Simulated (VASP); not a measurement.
Here is a VASP 6.6.1 calculation.

File INCAR:

```
PREC = Accurate
ENCUT = 520
EDIFF = 1E-7
ISMEAR = 1
SIGMA = 0.1
LREAL = False
LASPH = True
NELM = 120
ALGO = Normal
ISIF = 3
LWAVE = False
LCHARG = False
METAGGA = R2SCAN
LMIXTAU = True
LUSE_VDW = True
IVDW_NL = 2
BPARAM = 11.95
CPARAM = 0.0093
IBRION = 2
NSW = 90
EDIFFG = -0.01
LATTICE_CONSTRAINTS = .FALSE. .FALSE. .TRUE.
KPAR = 4
```

File KPOINTS:

```
Automatic mesh
0
Gamma
  23 23 4
```

The input POSCAR:

```
Rh
1.0
    2.6827206700      0.0000000000      0.0000000000
   -1.3413603300      2.3233042700      0.0000000000
    0.0000000000      0.0000000000     26.2851831400
Rh
12
Direct
    0.0000000000      0.0000000000      0.0000000000
    0.3333330000      0.6666670000      0.0833333500
    0.6666670000      0.3333330000      0.1666666900
    0.0000000000      0.0000000000      0.2500000400
    0.3333330000      0.6666670000      0.3333333800
    0.6666670000      0.3333330000      0.4166667300
    0.0000000000      0.0000000000      0.5000000800
    0.3333330000      0.6666670000      0.5833334200
    0.6666670000      0.3333330000      0.6666667700
    0.0000000000      0.0000000000      0.7500001100
    0.3333330000      0.6666670000      0.8333334600
    0.6666670000      0.3333330000      0.9166668100
```

Potentials or basis: VASP PAW PBE potentials, release 64 (Rh_pv).

Launch:

```sh
$ cat potpaw_PBE.64/Rh_pv/POTCAR > POTCAR
$ mpirun -np 4 vasp_std > vasp.out
```

Task: Estimate the relaxed cell.

Result: a = 2.683 Å, b = 2.683 Å, c = 26.290 Å, α = 90.00°, β = 90.00°, γ = 120.00°.

Task: Estimate the relaxed volume.

Result: 13.66 Å³/atom.

Task: What does it give for the band gap on the k mesh?

Result: None (metal or under the smearing width).

Final structure:
```
Rh
1.0
     2.68272    0.00000    0.00000
    -1.34136    2.32330    0.00000
     0.00000    0.00000   26.29024
Rh
12
Direct
  0.00000 0.00000 0.00000
  0.33333 0.66667 0.08333
  0.66667 0.33333 0.16667
  0.00000 0.00000 0.25000
  0.33333 0.66667 0.33333
  0.66667 0.33333 0.41667
  0.00000 0.00000 0.50000
  0.33333 0.66667 0.58333
  0.66667 0.33333 0.66667
  0.00000 0.00000 0.75000
  0.33333 0.66667 0.83333
  0.66667 0.33333 0.91667
```

Caveat: the PAW data sets were made with another functional, which shifts forces and pressure a little.
